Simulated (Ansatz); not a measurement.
Computed with DFT PBE, scalar-relativistic, plane waves, PAW in Ansatz. All cells share a 420 eV cutoff and Γ-centred k meshes spaced at most about 0.3 Å⁻¹ (about 0.25 or finer for metals, 2π included). No spin polarisation.

Temperature and zero-point effects are left out.

Compare these two cells of Al2Cu3, each relaxed at this level.

A. Space group P-6m2 (No. 187), hexagonal, a = 2.744 Å, c = 20.462 Å. Around Al on its first site lie 6 Cu at 2.56–2.61 Å and 6 Al at 2.74 Å; Al on its second site is surrounded by 6 Cu at 2.59–2.60 Å and 6 Al at 2.74 Å; Cu on a site of symmetry 3m is surrounded by 3 Al at 2.56 Å, 3 Cu at 2.57 Å and 6 Cu at 2.74 Å; Cu on a second site of symmetry 3m has 6 Al at 2.59–2.61 Å and 6 Cu at 2.74 Å; Cu on a site of symmetry -6m2 has 6 Al at 2.60 Å and 6 Cu at 2.74 Å; 1 more site not described.

B. Space group R-3m (No. 166), trigonal, a = 2.745 Å, c = 31.225 Å. Around Al lie 3 Cu at 2.57 Å and 9 Al at 2.75–2.84 Å; Cu on a site of symmetry -3m is surrounded by 6 Cu at 2.55 Å and 6 Cu at 2.75 Å; Cu on a site of symmetry 3m has 3 Cu at 2.55 Å, 3 Al at 2.57 Å and 6 Cu at 2.75 Å.

Problem. Which would you expect to be lower, and how large is the difference?

Solution. A is lower, by 68 meV/atom. A has Al and Cu ordered on hcp sites, space group P-6m2 (No. 187), 13.3 Å³/atom and no gap on its mesh; B has Al and Cu ordered on fcc sites, space group R-3m (No. 166), 13.6 Å³/atom and no gap. Both come from invented guesses. The lowest form computed isn't among them: it has Al and Cu ordered on bcc sites, space group R-3m (No. 166), 13.0 Å³/atom and lies 73 meV/atom below the best shown.

Cells relaxed within their symmetry can be saddle points. Some candidate types were left out of the draw beforehand, so a known form may be missing.
